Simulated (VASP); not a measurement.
# Se (Pm-3m) in VASP: further runs, part 3 of 6

VASP 6.6.1.

## 36. Equation of state, PBE, 21.54 Å³/atom

Contents of INCAR:

```
PREC = Accurate ; ENCUT = 220
EDIFF = 1E-6 ; ISMEAR = 0
SIGMA = 0.05 ; LREAL = False
LASPH = True ; NELM = 100
ALGO = Normal ; ISIF = 2
LWAVE = False ; LCHARG = False
GGA = PE ; ADDGRID = False
```

Contents of KPOINTS:

```
regular mesh
0
Gamma
  7 7 7
```

Contents of POSCAR:

```
Se
1.0
    2.7821715534      0.0000000000      0.0000000000
    0.0000000000      2.7821715534      0.0000000000
    0.0000000000      0.0000000000      2.7821715534
Se
1
Direct
    0.0000000000      0.0000000000      0.0000000000
```

Potentials or basis: VASP PAW PBE potentials, release 64 (Se).

Launch:

```
$ cat potpaw_PBE.64/Se/POTCAR > POTCAR
$ mpirun -np 1 vasp_std > vasp.out
```

It took 1.2 s on 1 thread of Intel Xeon 6975P-C (Granite Rapids), shared host; peak memory 0.1 GiB.

These settings aren't checked as converged: the numbers below hold their error.

What came out:

```yaml
Free_energy: -3.2645 eV
Band_gap_on_the_k_mesh: none (metal or under the smearing width)
```

Caveat: the cutoff is under 1.25 times the usual one of these potentials, so pressure, stress and relaxed cells hold a basis-set (Pulay) error.

## 37. Equation of state, PBE, 22.87 Å³/atom

INCAR is that of step 36.

KPOINTS is that of step 36.

Contents of POSCAR:

```
Se
1.0
    2.8383921865      0.0000000000      0.0000000000
    0.0000000000      2.8383921865      0.0000000000
    0.0000000000      0.0000000000      2.8383921865
Se
1
Direct
    0.0000000000      0.0000000000      0.0000000000
```

Launch:

```
$ cat potpaw_PBE.64/Se/POTCAR > POTCAR
$ mpirun -np 1 vasp_std > vasp.out
```

Wall time 1.2 s (1 thread of Intel Xeon 6975P-C (Granite Rapids), shared host); peak memory 0.1 GiB.

These settings aren't checked as converged: the numbers below hold their error.

Results:

- Free energy: -3.2734 eV
- Band gap on the k mesh: none (metal or under the smearing width)

Caveat: the cutoff is under 1.25 times the usual one of these potentials, so pressure, stress and relaxed cells hold a basis-set (Pulay) error.

## 38. Equation of state, PBE, 21.54 Å³/atom

INCAR: that of step 37 with these lines changed.

```diff
@@ -1,2 +1,2 @@
-PREC = Accurate ; ENCUT = 220
+PREC = Accurate ; ENCUT = 460
 EDIFF = 1E-6 ; ISMEAR = 0
```

Contents of KPOINTS:

```
regular mesh
0
Gamma
  5 5 5
```

Contents of POSCAR:

```
Se
1.0
    2.7821715534      0.0000000000      0.0000000000
    0.0000000000      2.7821715534      0.0000000000
    0.0000000000      0.0000000000      2.7821715534
Se
1
Direct
    0.0000000000      0.0000000000      0.0000000000
```

Launch:

```
$ cat potpaw_PBE.64/Se/POTCAR > POTCAR
$ mpirun -np 1 vasp_std > vasp.out
```

Run time: 1.3 s. Hardware: 1 thread of Intel Xeon 6975P-C (Granite Rapids), shared host; peak memory 0.11 GiB.

These settings aren't checked as converged: the numbers below hold their error.

What came out:

```
Free energy            : -3.1095 eV
Pressure               : 2.4 GPa
Band gap on the k mesh : none (metal or under the smearing width)
```

Caveat: the k mesh is coarse (spacing up to 0.45 Å⁻¹), so the values aren't converged.

## 39. Equation of state, PBE, 22.87 Å³/atom

INCAR is that of step 38.

KPOINTS is that of step 38.

Contents of POSCAR:

```
Se
1.0
    2.8383921865      0.0000000000      0.0000000000
    0.0000000000      2.8383921865      0.0000000000
    0.0000000000      0.0000000000      2.8383921865
Se
1
Direct
    0.0000000000      0.0000000000      0.0000000000
```

Potentials or basis: VASP PAW PBE potentials, release 64 (Se).

Launch:

```
$ cat potpaw_PBE.64/Se/POTCAR > POTCAR
$ mpirun -np 1 vasp_std > vasp.out
```

Wall time 1.4 s (1 thread of Intel Xeon 6975P-C (Granite Rapids), shared host); peak memory 0.11 GiB.

The run converged, but some of its settings lie outside the range that counts as converged, so its numbers aren't taken as properties of the crystal.

Results:

```
Free energy            : -3.1111 eV
Pressure               : -1.8 GPa
Band gap on the k mesh : none (metal or under the smearing width)
```

Caveat: the k mesh is coarse (spacing up to 0.44 Å⁻¹), so the values aren't converged.

## 40. Equation of state, PBE, 21.54 Å³/atom

INCAR: that of step 39 with these lines changed.

```diff
@@ -2,3 +2,3 @@
 EDIFF = 1E-6 ; ISMEAR = 0
-SIGMA = 0.05 ; LREAL = False
+SIGMA = 0.5 ; LREAL = False
 LASPH = True ; NELM = 100
```

KPOINTS is that of step 39.

Contents of POSCAR:

```
Se
1.0
    2.7821715534      0.0000000000      0.0000000000
    0.0000000000      2.7821715534      0.0000000000
    0.0000000000      0.0000000000      2.7821715534
Se
1
Direct
    0.0000000000      0.0000000000      0.0000000000
```

Launch:

```
$ cat potpaw_PBE.64/Se/POTCAR > POTCAR
$ mpirun -np 1 vasp_std > vasp.out
```

Wall time 1.4 s (1 thread of Intel Xeon 6975P-C (Granite Rapids), shared host); peak memory 0.11 GiB.

The run converged, but some of its settings lie outside the range that counts as converged, so its numbers aren't taken as properties of the crystal.

What came out:

* Free energy: -3.1715 eV
* Pressure: 4.2 GPa
* Band gap on the k mesh: none (metal or under the smearing width)

Caveat: the k mesh is coarse (spacing up to 0.45 Å⁻¹), so the values aren't converged.

## 41. Equation of state, PBE, 22.87 Å³/atom

INCAR is that of step 40.

KPOINTS is that of step 40.

Contents of POSCAR:

```
Se
1.0
    2.8383921865      0.0000000000      0.0000000000
    0.0000000000      2.8383921865      0.0000000000
    0.0000000000      0.0000000000      2.8383921865
Se
1
Direct
    0.0000000000      0.0000000000      0.0000000000
```

Launch:

```
$ cat potpaw_PBE.64/Se/POTCAR > POTCAR
$ mpirun -np 1 vasp_std > vasp.out
```

Wall time 1.5 s (1 thread of Intel Xeon 6975P-C (Granite Rapids), shared host); peak memory 0.12 GiB.

These settings aren't checked as converged: the numbers below hold their error.

What came out:

```yaml
Free_energy: -3.1881 eV
Pressure: 0.0 GPa
Band_gap_on_the_k_mesh: none (metal or under the smearing width)
```

Caveat: the k mesh is coarse (spacing up to 0.44 Å⁻¹), so the values aren't converged.

## 42. Equation of state, PBE, 21.54 Å³/atom

INCAR: that of step 41 with these lines changed.

```diff
@@ -2,3 +2,3 @@
 EDIFF = 1E-6 ; ISMEAR = 0
-SIGMA = 0.5 ; LREAL = False
+SIGMA = 0.2 ; LREAL = False
 LASPH = True ; NELM = 100
```

KPOINTS is that of step 41.

Contents of POSCAR:

```
Se
1.0
    2.7821715534      0.0000000000      0.0000000000
    0.0000000000      2.7821715534      0.0000000000
    0.0000000000      0.0000000000      2.7821715534
Se
1
Direct
    0.0000000000      0.0000000000      0.0000000000
```

Potentials or basis: VASP PAW PBE potentials, release 64 (Se).

Launch:

```
$ cat potpaw_PBE.64/Se/POTCAR > POTCAR
$ mpirun -np 1 vasp_std > vasp.out
```

It took 1.5 s on 1 thread of Intel Xeon 6975P-C (Granite Rapids), shared host; peak memory 0.12 GiB.

The run converged, but some of its settings lie outside the range that counts as converged, so its numbers aren't taken as properties of the crystal.

What came out:

| Quantity | Value |
| --- | --- |
| Free energy | -3.1180 eV |
| Pressure | 2.8 GPa |
| Band gap on the k mesh | none (metal or under the smearing width) |

Caveat: the k mesh is coarse (spacing up to 0.45 Å⁻¹), so the values aren't converged.

## 43. Equation of state, PBE, 22.87 Å³/atom

INCAR is that of step 42.

KPOINTS is that of step 42.

Contents of POSCAR:

```
Se
1.0
    2.8383921865      0.0000000000      0.0000000000
    0.0000000000      2.8383921865      0.0000000000
    0.0000000000      0.0000000000      2.8383921865
Se
1
Direct
    0.0000000000      0.0000000000      0.0000000000
```

Launch:

```
$ cat potpaw_PBE.64/Se/POTCAR > POTCAR
$ mpirun -np 1 vasp_std > vasp.out
```

Run time: 1.4 s. Hardware: 1 thread of Intel Xeon 6975P-C (Granite Rapids), shared host; peak memory 0.11 GiB.

The run converged, but some of its settings lie outside the range that counts as converged, so its numbers aren't taken as properties of the crystal.

Results:

```yaml
Free_energy: -3.1247 eV
Pressure: -1.0 GPa
Band_gap_on_the_k_mesh: none (metal or under the smearing width)
```

Caveat: the k mesh is coarse (spacing up to 0.44 Å⁻¹), so the values aren't converged.

## 44. Equation of state, PBE, 21.54 Å³/atom

INCAR: that of step 43 with these lines changed.

```diff
@@ -2,3 +2,3 @@
 EDIFF = 1E-6 ; ISMEAR = 0
-SIGMA = 0.2 ; LREAL = False
+SIGMA = 0.01 ; LREAL = False
 LASPH = True ; NELM = 100
```

KPOINTS is that of step 43.

Contents of POSCAR:

```
Se
1.0
    2.7821715534      0.0000000000      0.0000000000
    0.0000000000      2.7821715534      0.0000000000
    0.0000000000      0.0000000000      2.7821715534
Se
1
Direct
    0.0000000000      0.0000000000      0.0000000000
```

Launch:

```
$ cat potpaw_PBE.64/Se/POTCAR > POTCAR
$ mpirun -np 1 vasp_std > vasp.out
```

Run time: 1.4 s. Hardware: 1 thread of Intel Xeon 6975P-C (Granite Rapids), shared host; peak memory 0.11 GiB.

The run converged, but some of its settings lie outside the range that counts as converged, so its numbers aren't taken as properties of the crystal.

What came out:

```
Free energy            : -3.1078 eV
Pressure               : 2.4 GPa
Band gap on the k mesh : none (metal or under the smearing width)
```

Caveat: the k mesh is coarse (spacing up to 0.45 Å⁻¹), so the values aren't converged.

## 45. Equation of state, PBE, 22.87 Å³/atom

INCAR is that of step 44.

KPOINTS is that of step 44.

Contents of POSCAR:

```
Se
1.0
    2.8383921865      0.0000000000      0.0000000000
    0.0000000000      2.8383921865      0.0000000000
    0.0000000000      0.0000000000      2.8383921865
Se
1
Direct
    0.0000000000      0.0000000000      0.0000000000
```

Potentials or basis: VASP PAW PBE potentials, release 64 (Se).

Launch:

```
$ cat potpaw_PBE.64/Se/POTCAR > POTCAR
$ mpirun -np 1 vasp_std > vasp.out
```

Run time: 1.5 s. Hardware: 1 thread of Intel Xeon 6975P-C (Granite Rapids), shared host; peak memory 0.11 GiB.

These settings aren't checked as converged: the numbers below hold their error.

Results:

```yaml
Free_energy: -3.1095 eV
Pressure: -1.8 GPa
Band_gap_on_the_k_mesh: none (metal or under the smearing width)
```

Caveat: the k mesh is coarse (spacing up to 0.44 Å⁻¹), so the values aren't converged.

## 46. Equation of state, PBE, 21.54 Å³/atom

Contents of INCAR:

```
PREC = Low ; ENCUT = 460
EDIFF = 1E-6 ; ISMEAR = 0
SIGMA = 0.05 ; LREAL = False
LASPH = True ; NELM = 100
ALGO = Normal ; ISIF = 2
LWAVE = False ; LCHARG = False
GGA = PE ; ADDGRID = False
```

KPOINTS is that of step 45.

Contents of POSCAR:

```
Se
1.0
    2.7821715534      0.0000000000      0.0000000000
    0.0000000000      2.7821715534      0.0000000000
    0.0000000000      0.0000000000      2.7821715534
Se
1
Direct
    0.0000000000      0.0000000000      0.0000000000
```

Launch:

```
$ cat potpaw_PBE.64/Se/POTCAR > POTCAR
$ mpirun -np 1 vasp_std > vasp.out
```

It took 1 s on 1 thread of Intel Xeon 6975P-C (Granite Rapids), shared host; peak memory 0.1 GiB.

These settings aren't checked as converged: the numbers below hold their error.

Results:

| Property | Result |
| --- | --- |
| Free energy | -3.1096 eV |
| Pressure | 2.4 GPa |
| Band gap on the k mesh | none (metal or under the smearing width) |

Caveat: the k mesh is coarse (spacing up to 0.45 Å⁻¹), so the values aren't converged.

## 47. Equation of state, PBE, 22.87 Å³/atom

INCAR is that of step 46.

KPOINTS is that of step 46.

Contents of POSCAR:

```
Se
1.0
    2.8383921865      0.0000000000      0.0000000000
    0.0000000000      2.8383921865      0.0000000000
    0.0000000000      0.0000000000      2.8383921865
Se
1
Direct
    0.0000000000      0.0000000000      0.0000000000
```

Launch:

```
$ cat potpaw_PBE.64/Se/POTCAR > POTCAR
$ mpirun -np 1 vasp_std > vasp.out
```

It took 1.1 s on 1 thread of Intel Xeon 6975P-C (Granite Rapids), shared host; peak memory 0.1 GiB.

The run converged, but some of its settings lie outside the range that counts as converged, so its numbers aren't taken as properties of the crystal.

Results:

```
Free energy            : -3.1114 eV
Pressure               : -1.7 GPa
Band gap on the k mesh : none (metal or under the smearing width)
```

Caveat: the k mesh is coarse (spacing up to 0.44 Å⁻¹), so the values aren't converged.

## 48. Equation of state, PBE, 21.54 Å³/atom

INCAR: that of step 47 with these lines changed.

```diff
@@ -1,2 +1,2 @@
-PREC = Low ; ENCUT = 460
+PREC = Normal ; ENCUT = 460
 EDIFF = 1E-6 ; ISMEAR = 0
```

KPOINTS is that of step 47.

Contents of POSCAR:

```
Se
1.0
    2.7821715534      0.0000000000      0.0000000000
    0.0000000000      2.7821715534      0.0000000000
    0.0000000000      0.0000000000      2.7821715534
Se
1
Direct
    0.0000000000      0.0000000000      0.0000000000
```

Potentials or basis: VASP PAW PBE potentials, release 64 (Se).

Launch:

```
$ cat potpaw_PBE.64/Se/POTCAR > POTCAR
$ mpirun -np 1 vasp_std > vasp.out
```

It took 1.2 s on 1 thread of Intel Xeon 6975P-C (Granite Rapids), shared host; peak memory 0.1 GiB.

These settings aren't checked as converged: the numbers below hold their error.

What came out:

- Free energy: -3.1095 eV
- Pressure: 2.4 GPa
- Band gap on the k mesh: none (metal or under the smearing width)

Caveat: the k mesh is coarse (spacing up to 0.45 Å⁻¹), so the values aren't converged.

## 49. Equation of state, PBE, 22.87 Å³/atom

INCAR is that of step 48.

KPOINTS is that of step 48.

Contents of POSCAR:

```
Se
1.0
    2.8383921865      0.0000000000      0.0000000000
    0.0000000000      2.8383921865      0.0000000000
    0.0000000000      0.0000000000      2.8383921865
Se
1
Direct
    0.0000000000      0.0000000000      0.0000000000
```

Launch:

```
$ cat potpaw_PBE.64/Se/POTCAR > POTCAR
$ mpirun -np 1 vasp_std > vasp.out
```

Run time: 1.1 s. Hardware: 1 thread of Intel Xeon 6975P-C (Granite Rapids), shared host; peak memory 0.11 GiB.

These settings aren't checked as converged: the numbers below hold their error.

Results:

```
Free energy            : -3.1111 eV
Pressure               : -1.8 GPa
Band gap on the k mesh : none (metal or under the smearing width)
```

Caveat: the k mesh is coarse (spacing up to 0.44 Å⁻¹), so the values aren't converged.

## 50. Equation of state, PBE, 21.54 Å³/atom

Contents of INCAR:

```
PREC = Accurate ; ENCUT = 460
EDIFF = 1E-6 ; ISMEAR = 0
SIGMA = 0.05 ; LREAL = Auto
LASPH = True ; NELM = 100
ALGO = Normal ; ISIF = 2
LWAVE = False ; LCHARG = False
GGA = PE ; ADDGRID = False
```

KPOINTS is that of step 49.

Contents of POSCAR:

```
Se
1.0
    2.7821715534      0.0000000000      0.0000000000
    0.0000000000      2.7821715534      0.0000000000
    0.0000000000      0.0000000000      2.7821715534
Se
1
Direct
    0.0000000000      0.0000000000      0.0000000000
```

Launch:

```
$ cat potpaw_PBE.64/Se/POTCAR > POTCAR
$ mpirun -np 1 vasp_std > vasp.out
```

Run time: 1.6 s. Hardware: 1 thread of Intel Xeon 6975P-C (Granite Rapids), shared host; peak memory 0.12 GiB.

These settings aren't checked as converged: the numbers below hold their error.

What came out:

```yaml
Free_energy: -3.1095 eV
Pressure: 2.3 GPa
Band_gap_on_the_k_mesh: none (metal or under the smearing width)
```

Caveat: the k mesh is coarse (spacing up to 0.45 Å⁻¹), so the values aren't converged.

## 51. Equation of state, PBE, 22.87 Å³/atom

INCAR is that of step 50.

KPOINTS is that of step 50.

Contents of POSCAR:

```
Se
1.0
    2.8383921865      0.0000000000      0.0000000000
    0.0000000000      2.8383921865      0.0000000000
    0.0000000000      0.0000000000      2.8383921865
Se
1
Direct
    0.0000000000      0.0000000000      0.0000000000
```

Potentials or basis: VASP PAW PBE potentials, release 64 (Se).

Launch:

```
$ cat potpaw_PBE.64/Se/POTCAR > POTCAR
$ mpirun -np 1 vasp_std > vasp.out
```

Wall time 1.6 s (1 thread of Intel Xeon 6975P-C (Granite Rapids), shared host); peak memory 0.12 GiB.

The run converged, but some of its settings lie outside the range that counts as converged, so its numbers aren't taken as properties of the crystal.

What came out:

```
Free energy            : -3.1113 eV
Pressure               : -1.7 GPa
Band gap on the k mesh : none (metal or under the smearing width)
```

Caveat: the k mesh is coarse (spacing up to 0.44 Å⁻¹), so the values aren't converged.

## 52. Equation of state, PBE, 21.54 Å³/atom

Contents of INCAR:

```
PREC = Accurate ; ENCUT = 460
EDIFF = 0.01 ; ISMEAR = 0
SIGMA = 0.05 ; LREAL = False
LASPH = True ; NELM = 100
ALGO = Normal ; ISIF = 2
LWAVE = False ; LCHARG = False
GGA = PE ; ADDGRID = False
```

KPOINTS is that of step 51.

Contents of POSCAR:

```
Se
1.0
    2.7821715534      0.0000000000      0.0000000000
    0.0000000000      2.7821715534      0.0000000000
    0.0000000000      0.0000000000      2.7821715534
Se
1
Direct
    0.0000000000      0.0000000000      0.0000000000
```

Launch:

```
$ cat potpaw_PBE.64/Se/POTCAR > POTCAR
$ mpirun -np 1 vasp_std > vasp.out
```

Wall time 1.1 s (1 thread of Intel Xeon 6975P-C (Granite Rapids), shared host); peak memory 0.11 GiB.

The run converged, but some of its settings lie outside the range that counts as converged, so its numbers aren't taken as properties of the crystal.

Results:

| Item | Value |
| --- | --- |
| Free energy | -3.1072 eV |
| Pressure | 1.8 GPa |
| Band gap on the k mesh | none (metal or under the smearing width) |

Caveat: the k mesh is coarse (spacing up to 0.45 Å⁻¹), so the values aren't converged.

## 53. Equation of state, PBE, 22.87 Å³/atom

INCAR is that of step 52.

KPOINTS is that of step 52.

Contents of POSCAR:

```
Se
1.0
    2.8383921865      0.0000000000      0.0000000000
    0.0000000000      2.8383921865      0.0000000000
    0.0000000000      0.0000000000      2.8383921865
Se
1
Direct
    0.0000000000      0.0000000000      0.0000000000
```

Launch:

```
$ cat potpaw_PBE.64/Se/POTCAR > POTCAR
$ mpirun -np 1 vasp_std > vasp.out
```

Run time: 1.2 s. Hardware: 1 thread of Intel Xeon 6975P-C (Granite Rapids), shared host; peak memory 0.12 GiB.

These settings aren't checked as converged: the numbers below hold their error.

What came out:

```
Free energy            : -3.1088 eV
Pressure               : -2.9 GPa
Band gap on the k mesh : none (metal or under the smearing width)
```

Caveat: the k mesh is coarse (spacing up to 0.44 Å⁻¹), so the values aren't converged.

## 54. Equation of state, PBE, 21.54 Å³/atom

INCAR: that of step 53 with these lines changed.

```diff
@@ -1,3 +1,3 @@
 PREC = Accurate ; ENCUT = 460
-EDIFF = 0.01 ; ISMEAR = 0
+EDIFF = 0.001 ; ISMEAR = 0
 SIGMA = 0.05 ; LREAL = False
```

KPOINTS is that of step 53.

Contents of POSCAR:

```
Se
1.0
    2.7821715534      0.0000000000      0.0000000000
    0.0000000000      2.7821715534      0.0000000000
    0.0000000000      0.0000000000      2.7821715534
Se
1
Direct
    0.0000000000      0.0000000000      0.0000000000
```

Potentials or basis: VASP PAW PBE potentials, release 64 (Se).

Launch:

```
$ cat potpaw_PBE.64/Se/POTCAR > POTCAR
$ mpirun -np 1 vasp_std > vasp.out
```

Run time: 1.2 s. Hardware: 1 thread of Intel Xeon 6975P-C (Granite Rapids), shared host; peak memory 0.12 GiB.

The run converged, but some of its settings lie outside the range that counts as converged, so its numbers aren't taken as properties of the crystal.

Results:

```
Free energy            : -3.1095 eV
Pressure               : 2.4 GPa
Band gap on the k mesh : none (metal or under the smearing width)
```

Caveat: the k mesh is coarse (spacing up to 0.45 Å⁻¹), so the values aren't converged.

## 55. Equation of state, PBE, 22.87 Å³/atom

INCAR is that of step 54.

KPOINTS is that of step 54.

Contents of POSCAR:

```
Se
1.0
    2.8383921865      0.0000000000      0.0000000000
    0.0000000000      2.8383921865      0.0000000000
    0.0000000000      0.0000000000      2.8383921865
Se
1
Direct
    0.0000000000      0.0000000000      0.0000000000
```

Launch:

```
$ cat potpaw_PBE.64/Se/POTCAR > POTCAR
$ mpirun -np 1 vasp_std > vasp.out
```

It took 1.3 s on 1 thread of Intel Xeon 6975P-C (Granite Rapids), shared host; peak memory 0.11 GiB.

The run converged, but some of its settings lie outside the range that counts as converged, so its numbers aren't taken as properties of the crystal.

What came out:

* Free energy: -3.1111 eV
* Pressure: -1.8 GPa
* Band gap on the k mesh: none (metal or under the smearing width)

Caveat: the k mesh is coarse (spacing up to 0.44 Å⁻¹), so the values aren't converged.

## 56. Equation of state, PBE, 21.54 Å³/atom

INCAR: that of step 55 with these lines changed.

```diff
@@ -1,3 +1,3 @@
 PREC = Accurate ; ENCUT = 460
-EDIFF = 0.001 ; ISMEAR = 0
+EDIFF = 1E-4 ; ISMEAR = 0
 SIGMA = 0.05 ; LREAL = False
```

KPOINTS is that of step 55.

Contents of POSCAR:

```
Se
1.0
    2.7821715534      0.0000000000      0.0000000000
    0.0000000000      2.7821715534      0.0000000000
    0.0000000000      0.0000000000      2.7821715534
Se
1
Direct
    0.0000000000      0.0000000000      0.0000000000
```

Launch:

```
$ cat potpaw_PBE.64/Se/POTCAR > POTCAR
$ mpirun -np 1 vasp_std > vasp.out
```

It took 1.3 s on 1 thread of Intel Xeon 6975P-C (Granite Rapids), shared host; peak memory 0.11 GiB.

The run converged, but some of its settings lie outside the range that counts as converged, so its numbers aren't taken as properties of the crystal.

Results:

```yaml
Free_energy: -3.1095 eV
Pressure: 2.4 GPa
Band_gap_on_the_k_mesh: none (metal or under the smearing width)
```

Caveat: the k mesh is coarse (spacing up to 0.45 Å⁻¹), so the values aren't converged.

(Continued in part 4 of 6.)
